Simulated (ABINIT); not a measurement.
Input of an ABINIT 10.8.3 (patched build) run:

Contents of run.abi:

```
# Datasets: one volume each
ndtset 7
getwfk -1
scalecart1 3*0.9795861087
scalecart2 3*0.9864848297
scalecart3 3*0.9932883884
scalecart4 3*1.0000000000
scalecart5 3*1.0066227096
scalecart6 3*1.0131594038
scalecart7 3*1.0196128224

# Pseudopotentials
pp_dirpath "./"
pseudos "As.GGA_PBE-JTH.xml, B.GGA_PBE-JTH.xml"

# Structure
acell 3.3778490937 3.3778490937 3.3778490937 Angstrom
rprim
     0.0000000000     0.7071067812     0.7071067812
     0.7071067812     0.0000000000     0.7071067812
     0.7071067812     0.7071067812     0.0000000000
ntypat 2
znucl 33 5
natom 2
typat 1 2
xred
     0.7500000000     0.7500000000     0.7500000000
     0.0000000000     0.0000000000     0.0000000000

# Plane-wave basis
ecut 408.170794 eV
pawecutdg 30.0

# k points
kptopt 1
ngkpt 10 10 10
nshiftk 1
shiftk 0.0 0.0 0.0

# Exchange and correlation
ixc 14
vdw_xc 7

# Bands and occupations
nband 13
occopt 3
tsmear 0.05 eV

# SCF cycle
nstep 100
tolvrs 1.0e-9

# Output
iomode 3
prtwf 1
prtden 0
prteig 0
prtebands 0
enunit 1
```

Potentials or basis: JTH PAW PBE v2.0.

Launch:

```sh
$ abinit run.abi > log 2>&1
```

Question: Predict the pressure derivative of the bulk modulus.

Answer: 4.1.

Question: Estimate the bulk modulus.

Answer: 143 GPa.

Energy against volume, from the lowest point:
```
volume (Å³/atom)  energy (meV/atom)
          12.809              10.05
          13.081               2.29
          13.354               0.00
          13.626               2.67
          13.899               9.83
          14.171              20.95
          14.444              35.72
```

Caveat: pressures at fixed basis lie under the slope of the energies; the PAW data sets were made with another functional, which shifts forces and pressure a little.

**Experimental background.**

From “Basic Physical Properties of Cubic Boron Arsenide”, 2019, arxiv:1911.11281, for a bulk crystal of BAs: bulk modulus 148 GPa.

Measured bulk modulus of BAs: 148 GPa (quoted in “Basic Physical Properties of Cubic Boron Arsenide”, 2019, arxiv:1911.11281). This calculation gives 143 GPa (-3.3 %). The fit is for a static lattice scaled at fixed shape and fixed fractional positions.
